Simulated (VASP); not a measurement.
The system is WC (Qusongite).

```xyz
2
Lattice="2.9065 0.0000 0.0000 -1.4532 2.5171 0.0000 0.0000 0.0000 2.8366" Properties=species:S:1:pos:R:3 pbc="T T T"
W     0.0000    0.0000    0.0000
C     1.4533    0.8390    1.4183
```

- Program: VASP 6.6.1
- Task: relaxation of cell and atoms
- Functional: PBE
- Potentials or basis: VASP PAW PBE potentials, release 64 (W_sv, C_h)
- Cutoff: 980 eV
- k mesh: 10 × 10 × 9
- Occupations: fermi-dirac, width 0.05 eV
- Spin: no spin polarisation

At the start: pressure 6.8 GPa; volume 10.38 Å³/atom.

Question: Where does the relaxation end?

Answer: Over 7 steps the energy falls by 3.7 meV/atom and the volume is 10.55 Å³/atom (+1.7 %); space group P-6m2 (No. 187, to 0.05 Å).

The path:
| step | energy change (eV) | largest force (eV/Å) | pressure (GPa) | volume (Å³) |
| --- | --- | --- | --- | --- |
| 1 | 0.0000 | 0.0000 | 6.78 | 20.75 |
| 2 | 0.0452 | 0.0000 | -16.24 | 22.10 |
| 3 | -0.0072 | 0.0000 | -0.17 | 21.11 |
| 4 | -0.0072 | 0.0000 | -0.04 | 21.10 |
| 5 | -0.0072 | 0.0000 | 0.10 | 21.10 |
| 6 | -0.0072 | 0.0000 | 0.16 | 21.10 |
| 7 | -0.0073 | 0.0000 | 0.14 | 21.10 |

Final structure:
```xyz
2
Lattice="2.9247 0.0000 0.0000 -1.4624 2.5329 0.0000 0.0000 0.0000 2.8480" Properties=species:S:1:pos:R:3 pbc="T T T"
W     0.0000    0.0000    2.8480
C     1.4624    0.8443    1.4240
```
